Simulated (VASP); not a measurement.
MoSe2:

```
Mo Se
1.0
     3.28800    0.00000    0.00000
    -1.64400    2.84749    0.00000
     0.00000    0.00000   12.90000
Mo Se
2 4
Direct
  0.33333 0.66667 0.25000
  0.66667 0.33333 0.75000
  0.33333 0.66667 0.62500
  0.66667 0.33333 0.12500
  0.33333 0.66667 0.87500
  0.66667 0.33333 0.37500
```

| Property | Result |
| --- | --- |
| Program | VASP 6.6.1 |
| Task | relaxation of cell and atoms |
| Functional | PBE |
| Potentials or basis | VASP PAW PBE potentials, release 64 (Mo, Se) |
| Cutoff | 300 eV |
| k mesh | 5 × 5 × 1 |
| Occupations | gaussian, width 0.03 eV |
| Spin | no spin polarisation |

At the start: pressure 8.0 GPa; volume 20.13 Å³/atom.

Question: How do energy, volume and symmetry change on relaxing?

Answer: Over 37 steps the energy falls by 41.3 meV/atom and the volume is 23.03 Å³/atom (+14.4 %); space group P6_3/mmc (No. 194, to 0.05 Å).

The path:
| step | energy change (eV) | largest force (eV/Å) | pressure (GPa) | volume (Å³) |
| --- | --- | --- | --- | --- |
| 1 | 0.0000 | 1.0923 | 8.03 | 120.78 |
| 2 | 0.5062 | 1.9680 | -11.32 | 139.24 |
| 3 | -0.1878 | 0.1779 | -0.33 | 126.65 |
| 4 | -0.1883 | 0.1314 | -0.03 | 126.40 |
| 5 | -0.1883 | 0.1103 | 0.11 | 126.29 |
| 6 | -0.1950 | 0.1295 | 0.23 | 126.43 |
| 7 | -0.2028 | 0.1794 | 0.59 | 126.79 |
| 8 | -0.2072 | 0.1785 | 0.47 | 127.32 |
| 9 | -0.2184 | 0.1747 | 0.11 | 128.91 |
| 10 | -0.2329 | 0.1626 | -0.49 | 132.12 |
| 11 | -0.2369 | 0.1183 | -1.34 | 138.65 |
| 12 | -0.2391 | 0.1287 | -0.99 | 136.00 |
| 13 | -0.2438 | 0.0060 | -0.29 | 136.20 |
| 14 | -0.2444 | 0.0546 | 0.05 | 136.30 |
| 15 | -0.2456 | 0.0367 | 0.08 | 136.40 |
| 16 | -0.2465 | 0.0117 | 0.12 | 136.54 |
| 17 | -0.2460 | 0.0373 | 0.21 | 136.82 |
| 18 | -0.2467 | 0.0053 | 0.15 | 136.64 |
| 19 | -0.2468 | 0.0306 | 0.00 | 136.90 |
| 20 | -0.2468 | 0.0365 | -0.06 | 136.96 |
| 21 | -0.2468 | 0.0336 | -0.05 | 136.93 |
| 22 | -0.2468 | 0.0318 | -0.03 | 136.92 |
| 23 | -0.2469 | 0.0246 | -0.03 | 137.05 |
| 24 | -0.2470 | 0.0065 | -0.07 | 137.37 |
| 25 | -0.2470 | 0.0106 | -0.07 | 137.29 |
| 26 | -0.2471 | 0.0081 | 0.06 | 137.26 |
| 27 | -0.2471 | 0.0109 | 0.07 | 137.25 |
| 28 | -0.2472 | 0.0066 | 0.08 | 137.30 |
| 29 | -0.2473 | 0.0053 | 0.07 | 137.42 |
| 30 | -0.2473 | 0.0093 | 0.08 | 137.46 |
| 31 | -0.2474 | 0.0183 | 0.01 | 137.62 |
| 32 | -0.2474 | 0.0319 | -0.09 | 137.84 |
| 33 | -0.2474 | 0.0310 | -0.11 | 137.89 |
| 34 | -0.2475 | 0.0280 | -0.12 | 138.02 |
| 35 | -0.2475 | 0.0218 | -0.14 | 138.28 |
| 36 | -0.2476 | 0.0084 | -0.07 | 138.23 |
| 37 | -0.2476 | 0.0012 | -0.03 | 138.21 |

Final structure:
```xyz
6
Lattice="3.3184 0.0000 0.0000 -1.6592 2.8738 0.0000 0.0000 0.0000 14.4927" Properties=species:S:1:pos:R:3 pbc="T T T"
Mo    0.0000    1.9159    3.6232
Mo    1.6592    0.9579   10.8695
Se    0.0000    1.9159    9.2012
Se    1.6592    0.9579    1.9549
Se    0.0000    1.9159   12.5378
Se    1.6592    0.9579    5.2915
```

Caveat: the k mesh is coarse (spacing up to 0.49 Å⁻¹), so the values aren't converged; this functional lacks dispersion, which binds the layers, so the pressure and a relaxed spacing across them are unreliable; the volume moved by +14 % from the deposited cell, more than functionals usually miss.
